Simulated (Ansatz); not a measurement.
# GaP (F-43m): the host for defect calculations

Aim: the runs on the perfect crystal GaP (F-43m) that a defect calculation needs first.

Calculated with Ansatz 0.2.0; plane-wave PAW DFT, PBEsol; relaxation of the host's cell and atoms; PAW set soft_1, in the first sound run; inputs show where later runs differ.

## (1) The starting structure

The structure is cubic, space group F-43m (No. 216). Conventional cell: a = 5.452 Å, b = 5.452 Å, c = 5.452 Å, α = 90.00°, β = 90.00°, γ = 90.00°. Nearest to Ga lie 4 P at 2.36 Å. Nearest to P lie 4 Ga at 2.36 Å. Farther neighbours are not listed.

## (2) Host cell relaxation

Lattice and positions are set free, within the symmetry that the program keeps.

File cell/input.yaml:

```yaml
crystal:
  lattice:
    - [0.0, 2.7258125, 2.7258125]
    - [2.7258125, 0.0, 2.7258125]
    - [2.7258125, 2.7258125, 0.0]
  atoms:
    - { symbol: Ga, position: [0.0, 0.0, 0.0] }
    - { symbol: P, position: [0.75, 0.75, 0.75] }
basis:
  ecutwfc: 420
  xc_grid: 2
hamiltonian:
  xc: pbesol
  pseudopotentials: { kind: paw, azcp: { folder: soft_1 }, xc_functional: pbe }
kpoints:
  mp_grid: { grid: [9, 9, 9] }
scf:
  occupations: { method: fixed }
  max_iter: 100
relax:
  f_tol: 0.005
  max_steps: 60
  cell: {}
output:
  forces: true
  stress: true
checkpoint:
  write: "../cell.run"
  compress: false
  write_wavefunctions: false
  write_every: 100000
```

On the command line:

```bash
$ ansatz run input.yaml --threads 32 --pin off --max-ram 84787MiB --backend cuda --events-out ev --progress --plain --runs-dir out --max-vram 78GiB
```

Numbers of over 12 decimals in the logs are rounded to 6 here.

The log of the run:

```text
[... repeated set-up lines and file paths are left out, and long positions are rounded to six places ...]
Engine: ansatz 0.2.0, aarch64-unknown-linux-gnu
Pseudopotentials: kind: paw
Pseudopotential: Ga, paw, valence charge 13, recommended cutoff 420 eV (normal), soft_1/Ga.paw.azcp
Pseudopotential: P, paw, valence charge 5, recommended cutoff 420 eV (normal), soft_1/P.paw.azcp
Functional definition: PBEsol
  exchange = pbesol_x
  correlation = pbesol_c
[...]
Crystal: 2 atoms, lattice volume = 40.506 Å³
Basis set: ecut = 420 eV, 749 PW (Γ), exchange–correlation on 54×54×54 points (8 copies of the dense FFT grid, shifted against one another)
Bands: 13, of which v1, the nominal top of the filled ones, is band 9 counted from 1 (8 counted from 0)
Symmetry: 24 space group operations
Space group: F-43m (ITA 216), of the structure as read, at distance tolerance 3.4e-5 Å
k-points: 35 of 729 (time reversal used)
Non-local potential: Ga, projectors of the file, l = 0: 2, l = 1: 2, l = 2: 3, l = 3: 1
Non-local potential: P, projectors of the file, l = 0: 2, l = 1: 2, l = 2: 1
PAW form: soft (Blöchl's): semilocal exchange-correlation on the pseudo side does not see the compensation charge
PAW frozen core: Ga, regenerated for the run's functional, and the local potential with it (the file was generated under x = pbe(κ = 0.804, μ = 0.219515), c = pbe(β = 0.066725))
PAW frozen core: P, regenerated for the run's functional, and the local potential with it (the file was generated under x = pbe(κ = 0.804, μ = 0.219515), c = pbe(β = 0.066725))
PAW one-centre angular grid: Ga, 590 points (default); XC on 64 Gauss nodes
PAW one-centre angular grid: P, 110 points (default); XC on 64 Gauss nodes
Initial density: superposition of atomic densities (chi_scale 0.1, normalization cell, long waves kept (reshape's long-wave potential 0.00 eV rms))
Initial wavefunctions: pseudopotential atomic-orbital guess
[...]
Functional: x = pbesol(κ = 0.804, μ = 0.123457), c = pbesol(β = 0.046)
SCF iter   1: F=—  HF=-4484.213619 eV  |Δ(HF+E_count)|=         —  Δρ=4.46e-2  dr2=6.18e-1  Hψ=2464
preconditioner: auto → none  [insulator: Δε(μ)=1.849 eV  Ē_g=15.282 eV  n_scr=14 (ndim 8)  ℏωp=24.8 eV  f_vac=0.000  ε∞_Penn≈3.6]
SCF iter   2: F=—  HF=-4484.072710 eV  |Δ(HF+E_count)|=   1.41e-1  Δρ=2.10e-2  dr2=9.45e-2  Hψ=838
[...]
SCF iter   7: F=-4484.059836 eV  HF=-4484.059836 eV  |Δ(HF+E_count)|=   5.30e-8  Δρ=3.73e-6  dr2=4.76e-9  Hψ=1643
SCF 1 converged in 7 iterations: F = -4484.059836 eV  dr2 = 4.76e-9
  greatest PAW one-centre occupation: 0.994 electrons in one spin orbital (limit 2), on the Ga atom at site 0 (counted from 0), in its partial waves of l = 2
relax step   1: F+E_penalty+E_count = -4484.05983614 eV  Δ(F+E_penalty+E_count) = +0.000e0 eV  max|allowed force component| = 1.284e-16 eV/Å  Δτ_max = 0.0000 Å  P = -0.586 GPa  Ω = 40.506 Å³  (7 SCF iters, dr2 threshold 1.00e-7 eV, accepted)
[... the SCF cycles and remarks between the steps are left out from here to the last step ...]
relax step   2: F+E_penalty+E_count = -4484.06033700 eV  Δ(F+E_penalty+E_count) = -5.009e-4 eV  max|allowed force component| = 2.660e-17 eV/Å  Δτ_max = 0.0000 Å  P = -0.177 GPa  Ω = 40.308 Å³  energy of the carried Pulay correction = +2.829e-5 eV  (4 SCF iters, dr2 threshold 2.00e-7 eV, accepted)
relax step   3: F+E_penalty+E_count = -4484.06039633 eV  Δ(F+E_penalty+E_count) = -5.933e-5 eV  max|allowed force component| = 3.238e-17 eV/Å  Δτ_max = 0.0000 Å  P = +0.002 GPa  Ω = 40.223 Å³  energy of the carried Pulay correction = +4.054e-5 eV  (3 SCF iters, dr2 threshold 7.87e-8 eV, accepted)
[...]
iter 1 solved again at ethr=1.11e-6 eV; its pass at ethr=3.10e-3 eV (dr2=2.00e-4 eV) is discarded
SCF iter   1: F=—  HF=-4484.060326 eV  |Δ(HF+E_count)|=         —  Δρ=1.25e-5  dr2=5.17e-8  Hψ=3634
eigensolver tolerance schedule: the retry pair's looser diagonalisation over-reported the residual by 3873.72 of it (diagonalisation noise at an unbounded share of the residual, at the tolerance the schedule requests for it); [...]
[...]
SCF iter   2: F=—  HF=-4484.060359 eV  |Δ(HF+E_count)|=   3.26e-5  Δρ=8.40e-6  dr2=1.90e-8  Hψ=887
SCF iter   3: F=—  HF=-4484.060359 eV  |Δ(HF+E_count)|=   9.98e-9  Δρ=3.34e-6  dr2=4.25e-9  Hψ=768
SCF iter   4: F=—  HF=-4484.060359 eV  |Δ(HF+E_count)|=   3.03e-9  Δρ=8.35e-7  dr2=1.19e-10  Hψ=769
SCF iter   5: F=-4484.060359 eV  HF=-4484.060359 eV  |Δ(HF+E_count)|=  2.73e-12  Δρ=3.12e-7  dr2=1.95e-11  Hψ=3481
SCF 4 converged in 5 iterations: F = -4484.060359 eV  dr2 = 1.95e-11
relax step   4: F+E_penalty+E_count = -4484.06035884 eV  Δ(F+E_penalty+E_count) = +3.749e-5 eV  max|allowed force component| = 3.643e-17 eV/Å  Δτ_max = 0.0000 Å  P = +0.002 GPa  Ω = 40.223 Å³  stress off target by 1.60e-3 GPa  SCF on the basis re-selected at this cell (its energy is not comparable with the rows above)  (5 SCF iters)
basis re-selected at this cell: Δ(F+E_penalty+E_count) = +3.749e-5 eV, ΔP = -0.000 GPa vs the last step (what re-selecting the basis moved, of the pressure what is left beyond the Pulay correction that the steps carried, after the strain that the cell walked [...]
SCF converged after 5 iterations
Free energy (F): -4484.060359 eV
Harris-Foulkes:  -4484.060359 eV  (|F-HF|=1.00e-11)
Internal energy: -4484.060359 eV  (E = F + TS)
E sigma→0 (E₀):  -4484.060359 eV
Fermi energy:    7.061740 eV
--- Per-component energies (eV) ---
  E_band       = -59.360827
  E_kinetic    = 180.833670
  E_local      = -1672.495382  (includes V_loc(G=0)·N_el)
  E_nonlocal   = -59.186824
  E_hartree    = 1012.201424
  E_xc         = -135.180445
  E_vxc        = -117.378547  (∫ρ·V_xc dr)
  E_paw        = -2495.693859  (= ΣΔE_a)
  E_vpaw       = -415.536324  (= ΣTr[D̂ρ^β])
  E_aug_tail   = -0.000226  (compensation charges beyond the density's cutoff)
  E_ewald      = -1315.447792
  E_core_change = 0.909075  (= ΣΔE_core)
  E_smearing   = -0.000000  (= −TS)
  E_closure    = -0.000000  (closes the sum)
  Σ components = -4484.060359   (vs F -4484.060359, Δ=0.00e0)
--- Forces (eV/Å), atoms counted from 1 ---
  atom   1  Ga    -0.00000000    -0.00000000    -0.00000000
  atom   2  P      0.00000000    -0.00000000    -0.00000000
  max |Σ_I F_I| component: 1.40e-16 eV/Å
--- Stress (GPa, compression-positive) ---
        0.001597       0.000000      -0.000000
       -0.000000       0.001597       0.000000
        0.000000       0.000000       0.001597
  P = ⅓ Tr σ = 0.0016 GPa (0.016 kbar)
--- Band table (eV; the first three rows and the last of 35) ---
  k-point 0: bands = ["-7.5010", "-7.5010", "-7.5010", "-7.3992", [... 5 left out ...] "8.8583", "10.8795", "10.8795", "10.8795"]
  k-point 1: bands = ["-7.5125", "-7.4971", "-7.4971", "-7.3993", [... 5 left out ...] "9.4581", "11.1701", "11.1701", "11.3107"]
  [... further k-points left out ...]
--- Relaxed structure (3 steps of the walk, 3 accepted, 1 SCFs on fresh bases) ---
  F+E_penalty+E_count = -4484.06035884 eV   max|allowed force component| = 3.643e-17 eV/Å   (the final SCF, on the basis selected at the relaxed cell)
  cell:  # Å, volume = 40.2226 Å³
    - [0, 2.719443, 2.719443]
    - [2.719443, 0, 2.719443]
    - [2.719443, 2.719443, 0]
  atoms:
    - { symbol: Ga, position: [0, 0, 0] }
    - { symbol: P, position: [0.750000, 0.750000, 0.750000] }
```

Wall time 1.6 s (1 × NVIDIA GB200 with 32 threads of Arm Neoverse V2, shared host); peak memory 0.91 GiB; 5.1 s of CPU time.

The steps of the relaxation:

| step | energy less that of the first step (eV) | largest force component (eV/Å) | pressure (GPa) | volume (Å³) |
| --- | --- | --- | --- | --- |
| 1 | 0.0000 | 0.0000 | -0.59 | 40.51 |
| 2 | -0.0005 | 0.0000 | -0.18 | 40.31 |
| 3 | -0.0006 | 0.0000 | 0.00 | 40.22 |
| 4* | -0.0005 | 0.0000 | 0.00 | 40.22 |

Relaxation steps marked * repeat the geometry before them on a plane-wave basis chosen anew for their cell, so energy and pressure can jump there.

The run keeps the 24 symmetry operations that it works with, so distortions that break them were not tested.

| conventional cell, symmetrised | before | after | change |
| --- | --- | --- | --- |
| a (Å) | 5.452 | 5.439 | -0.2 % |
| b (Å) | 5.452 | 5.439 | -0.2 % |
| c (Å) | 5.452 | 5.439 | -0.2 % |
| volume (Å³/atom) | 20.25 | 20.11 | -0.7 % |

Final coordinates:

```
Ga P
1.0
     0.00000    2.71944    2.71944
     2.71944    0.00000    2.71944
     2.71944    2.71944    0.00000
Ga P
1 1
Cartesian
  0.0000 0.0000 0.0000
  4.0792 4.0792 4.0792
```

This step gave:

| Property | Result |
| --- | --- |
| pressure | 0.001597 GPa |

The relaxation ends with a pressure of 0.00 GPa.

## (3) Dielectric tensors of the host

The response to a uniform electric field gives the electronic dielectric tensor.

This step: plane-wave PAW DFPT, PBEsol; dielectric tensors, Born charges and zone-centre modes of the host; PAW set soft_1 (Ansatz 0.2.0).

File eps/input.yaml:

```yaml
crystal:
  lattice:
    - [0.0, 2.7194432615, 2.7194432615]
    - [2.7194432615, 0.0, 2.7194432615]
    - [2.7194432615, 2.7194432615, 0.0]
  atoms:
    - { symbol: Ga, position: [0.0, 0.0, 0.0] }
    - { symbol: P, position: [0.75, 0.75, 0.75] }
basis:
  ecutwfc: 420
hamiltonian:
  xc: pbesol
  pseudopotentials: { kind: paw, azcp: { folder: soft_1 }, xc_functional: pbe }
kpoints:
  mp_grid: { grid: [8, 8, 8] }
scf:
  occupations: { method: fixed }
  max_iter: 100
phonons:
  method: dfpt
  dielectric: true
  rigid_motions: translations
```

The log of the run:

```text
[...]
device memory: the entry about to start is reckoned to put 1.4 GiB on a device that reports 181.0 GiB free (of which the cap on the GPU budget leaves the run 78.0 GiB)
GPU FFT provider: cuFFT
GPU libraries: cuBLAS 13.8.1, cuFFT 12.4.0, cuSOLVER 12.3.2
GPU matrix products: emulated (plane waves: as basis.precision tells), large ones in fixed point in workspaces of 1.00 GiB
Crystal: 2 atoms, lattice volume = 40.223 Å³
Basis set: ecut = 420 eV, 749 PW (Γ), exchange–correlation on 54×54×54 points (8 copies of the dense FFT grid, shifted against one another)
Bands: 13, of which v1, the nominal top of the filled ones, is band 9 counted from 1 (8 counted from 0)
Symmetry: 24 space group operations
k-points: 95 of 512 (irreducible under 4 space group operations, time reversal used)
[...]
GPU buffer pool allocated for 19683 grid points (all kernels)
GPU transforms: local potential and band sums: pruned to the plane-wave sphere, on 25×25×25
[...]
SCF iter   1: F=—  HF=-4484.214727 eV  |Δ(HF+E_count)|=         —  Δρ=4.49e-2  dr2=6.24e-1  Hψ=6682
[...]
SCF iter   8: F=-4484.058787 eV  HF=-4484.058787 eV  |Δ(HF+E_count)|=   2.67e-9  Δρ=2.56e-7  dr2=1.71e-11  Hψ=10408
SCF 1 converged in 8 iterations: F = -4484.058787 eV  dr2 = 1.71e-11
[...]
the response reads at least the filled bands of the reference SCF and the lowest empty band at each k-point, and that SCF's band table does not vouch for those bands. The notice of the band table in this run's record says why
DFPT response loops at Γ: preconditioner auto → none (the input reference at scf.mixing.eps_inf says where Resta's filter doesn't serve); β = 0.50; Broyden in place of MSR1
── the response to a field inside a basis, on 10×10×10 k-points: an SCF that follows is theirs, and a resumed run solves both again ──
Bands: 10, of which v1, the nominal top of the filled ones, is band 9 counted from 1 (8 counted from 0)
k-points: 110
[...]
Eigensolver: Dense (110 Hₖ)
SCF iter   1: F=—  HF=-4484.060699 eV  |Δ(HF+E_count)|=         —  Δρ=1.61e-4  dr2=9.25e-6
[...]
SCF iter   4: F=-4484.060696 eV  HF=-4484.060696 eV  |Δ(HF+E_count)|=   7.00e-8  Δρ=8.23e-6  dr2=2.42e-8
SCF 1 converged in 4 iterations: F = -4484.060696 eV  dr2 = 2.42e-8
[...]
WARN: field response: ε∞ stands inside a basis, on 10×10×10 points; [...]
SCF converged after 8 iterations
Free energy (F): -4484.058787 eV
[...]
Internal energy: -4484.058787 eV  (E = F + TS)
E sigma→0 (E₀):  -4484.058787 eV
Fermi energy:    7.062651 eV
[...]
--- Band table (eV; the first three rows and the last of 95) ---
[...]
[... further k-points left out ...]
--- Phonons (Γ-DFPT): 2 representative perturbations + reference, on 95 of 512 k-points (Σ response iterations 12) ---
  k mesh reduced under 4 symmetry operations, with k and −k counted as one. Each operation leaves every solved perturbation unchanged. A smaller set is not considered because the run solves the response to a homogeneous field
  ASR residual: 2.370e-4 → 0.000e0 eV/Å²; symmetrization residual: 8.691e-7 eV/Å²
  ASR residual per site (eV/Å²): 2.37e-4 9.53e-5
  Γ frequencies (cm⁻¹): 0.00 0.00 0.00 357.11 357.11 357.11
  ε∞ (high-frequency dielectric tensor):
       10.626420     0.000000    -0.000000
        0.000000    10.626420     0.000000
       -0.000000     0.000000    10.626420
  ε⁰ (static dielectric tensor: ions relaxed, cell fixed):
       12.618053     0.000000    -0.000000
        0.000000    12.618053     0.000000
       -0.000000     0.000000    12.618053
  ε⁰ − ε∞ (ionic part):
        1.991633     0.000000    -0.000000
        0.000000     1.991633     0.000000
       -0.000000     0.000000     1.991633
  softest optical mode at Γ: 357.11 cm⁻¹; the repairs (sum rule, projections) moved no ω² at Γ by more than (0.98 cm⁻¹)²
  Born effective charges Z* (e; rows j = field, columns β = displacement):
    site 0:
         2.11013    0.00000    0.00000
        -0.00000    2.11013    0.00000
        -0.00000    0.00000    2.11013
    site 1:
        -2.11013   -0.00000   -0.00000
         0.00000   -2.11013   -0.00000
         0.00000   -0.00000   -2.11013
  Z* charge neutrality: 1.610e-4 e pre-enforcement
  solved inside a basis spanned on kpoints, on 10×10×10 k-points transformed towards the longest dipole: ε∞ is read to err by 2.9e-2, Z* by 1.4e-2 e (field_mesh: kpoints solves on kpoints); Z* is corrected for what the basis lacks
  optical modes at Γ without the LO–TO term, one row a degenerate level:
      ω (cm⁻¹)  modes    IR ((D/Å)²/amu)
        357.11      3            14.3697
  optical modes at Γ + LO–TO along q̂ = [1.0000, 0.0000, 0.0000]:
      ω (cm⁻¹)  modes    IR ((D/Å)²/amu)
        357.11      2             9.5798
        389.14      1             4.7899
  optical modes at Γ + LO–TO along q̂ = [0.0000, 1.0000, 0.0000]:
      ω (cm⁻¹)  modes    IR ((D/Å)²/amu)
        357.11      2             9.5798
        389.14      1             4.7899
  optical modes at Γ + LO–TO along q̂ = [0.0000, 0.0000, 1.0000]:
      ω (cm⁻¹)  modes    IR ((D/Å)²/amu)
        357.11      2             9.5798
        389.14      1             4.7899
```

The job ended after 6.2 s (1 × NVIDIA GB200 with 32 threads; peak memory 1.3 GiB; 57 s of CPU time).

Electronic dielectric tensor:

```
10.63  0.00  0.00
 0.00 10.63  0.00
 0.00  0.00 10.63
```

Static dielectric tensor:

```
12.62  0.00  0.00
 0.00 12.62  0.00
 0.00  0.00 12.62
```

The electronic dielectric tensor is isotropic, 10.63. The static dielectric tensor is isotropic, 12.62.

## (4) Host on a dense mesh

This step: plane-wave PAW DFT, PBEsol; single point of the defect-free host, a test of the k-point sampling; PAW set soft_1 (Ansatz 0.2.0).

File dense/input.yaml:

```yaml
crystal:
  lattice:
    - [0.0, 2.7194432615, 2.7194432615]
    - [2.7194432615, 0.0, 2.7194432615]
    - [2.7194432615, 2.7194432615, 0.0]
  atoms:
    - { symbol: Ga, position: [0.0, 0.0, 0.0] }
    - { symbol: P, position: [0.75, 0.75, 0.75] }
basis:
  ecutwfc: 420
  xc_grid: 2
hamiltonian:
  xc: pbesol
  pseudopotentials: { kind: paw, azcp: { folder: soft_1 }, xc_functional: pbe }
kpoints:
  mp_grid: { grid: [9, 9, 9] }
scf:
  occupations: { method: fermi_dirac, width: 0.01 }
  max_iter: 100
  lower_state_search: "off"
checkpoint:
  write: "../dense.run"
  compress: false
  write_wavefunctions: false
  write_every: 100000
```

The log of the run:

```text
[...]
GPU FFT provider: cuFFT
GPU libraries: cuBLAS 13.8.1, cuFFT 12.4.0, cuSOLVER 12.3.2
[...]
Crystal: 2 atoms, lattice volume = 40.223 Å³
Basis set: ecut = 420 eV, 749 PW (Γ), exchange–correlation on 54×54×54 points (8 copies of the dense FFT grid, shifted against one another)
Bands: 13, of which v1, the nominal top of the filled ones, is band 9 counted from 1 (8 counted from 0)
Symmetry: 24 space group operations
[...]
k-points: 35 of 729 (time reversal used)
[...]
GPU buffer pool allocated for 19683 grid points (all kernels)
[...]
SCF iter   1: F=—  HF=-4484.215822 eV  |Δ(HF+E_count)|=         —  Δρ=4.48e-2  dr2=6.21e-1  Hψ=3196
[...]
SCF iter   7: F=-4484.060359 eV  HF=-4484.060359 eV  |Δ(HF+E_count)|=   4.15e-8  Δρ=3.84e-6  dr2=4.11e-9  Hψ=1195
SCF 1 converged in 7 iterations: F = -4484.060359 eV  dr2 = 4.11e-9
[...]
SCF converged after 7 iterations
Free energy (F): -4484.060359 eV
[...]
Internal energy: -4484.060359 eV  (E = F + TS)
E sigma→0 (E₀):  -4484.060359 eV
Fermi energy:    7.787137 eV
[...]
```

Elapsed: 0.9 s, on 1 × NVIDIA GB200 with 32 threads; peak memory 0.9 GiB; 1.8 s of CPU time.

(Part 1 of 2 ends here.)

[Logs are printed without paths, hosts, clocks, repeated set-up lines and the standing remarks that a program may print on its own settings, such as how far it seeks lower states.]

[Hosts, paths, dates, database ids (printed as entryN), source tags and the programs' standing remarks are cut or masked in the printed files.]

[Runs of the host that timed out are not shown.]

[For some hosts the program warned that the k-mesh of the response run may be too coarse for force constants and the static dielectric constant; such warnings are not always shown.]
